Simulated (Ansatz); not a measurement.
**CdO (Fm-3m): equation of state**

One table from this session's results is given with a row withheld; the runs are named, their logs left out.

Method: DFT PBE, scalar-relativistic, plane waves, PAW, in Ansatz 0.2.0.

## The system as given

The structure is cubic, space group Fm-3m (No. 225). Conventional cell: a = 4.768 Å, b = 4.768 Å, c = 4.768 Å, α = 90.00°, β = 90.00°, γ = 90.00°. Cd (site symmetry m-3m) is surrounded by 6 O at 2.38 Å. O (site symmetry m-3m) is surrounded by 6 Cd at 2.38 Å.

Structure file:

```cif
data_structure
_symmetry_space_group_name_H-M 'P 1'
_symmetry_Int_Tables_number 1
_cell_length_a 3.3712
_cell_length_b 3.3712
_cell_length_c 3.3712
_cell_angle_alpha 60.000
_cell_angle_beta 60.000
_cell_angle_gamma 60.000
_cell_volume 27.09
loop_
_atom_site_label
_atom_site_type_symbol
_atom_site_fract_x
_atom_site_fract_y
_atom_site_fract_z
_atom_site_occupancy
Cd1 Cd 0.00000 0.00000 0.00000 1
O1 O 0.50000 0.50000 0.50000 1
```

This cell comes from an earlier session at PBE: 13.546 Å³/atom at 0.00 GPa, on a 12×12×12 mesh.

Volume factors to run: 0.980, 1.020, 0.960, 1.040.

The first run:

File input.yaml:

```yaml
crystal:
  lattice:
    - [0.0, 2.3678153228, 2.3678153228]
    - [2.3678153228, 0.0, 2.3678153228]
    - [2.3678153228, 2.3678153228, 0.0]
  atoms:
    - { symbol: Cd, position: [0.0, 0.0, 0.0] }
    - { symbol: O, position: [0.5, 0.5, 0.5] }
basis:
  ecutwfc: 420
  ecutrho_ratio: 4
kpoints:
  mp_grid: { grid: [12, 12, 12] }
hamiltonian:
  xc: pbe
scf:
  occupations: { method: gaussian, width: 0.05 }
output:
  forces: true
  stress: true
  eigenvalues: true
```

Command:

```console
> ansatz run input.yaml --threads 4 --pin off --max-ram 7168MiB --backend cpu --events-out ev --progress --plain --runs-dir out
```

Steps of the session up to this table: At 0.980 of the relaxed volume; Scaling the volume by 1.020; Volume × 0.960; Volume × 1.040.

One of the session's tables, all rows but one given; the rest of the session is left out.

It belongs to the step «The fit». 

| volume (Å³/atom) | energy (meV/atom) | pressure (GPa) |
| --- | --- | --- |
| 13.004 | 9.19 | 5.67 |
| 13.275 | 2.21 | 2.67 |
| 13.546 | 0.00 | 0.00 |
| 13.817 | ? | ? |
| 14.088 | 7.85 | -4.50 |

Q: Estimate the row for volume (Å³/atom) = 13.817 from the others.

Worked estimate for «energy (meV/atom)». A straight line through the neighbours (13.546, 0.00) and (14.088, 7.85) gives 0.00 + (7.85 − 0.00) × (13.817 − 13.546) / (14.088 − 13.546) = 3.93; a parabola fitted to 3 rows on both sides gives 1.88.

The run gave: energy (meV/atom): 2.03; pressure (GPa): -2.38. In «energy (meV/atom)» the line misses by +1.90 and the parabola by -0.15.
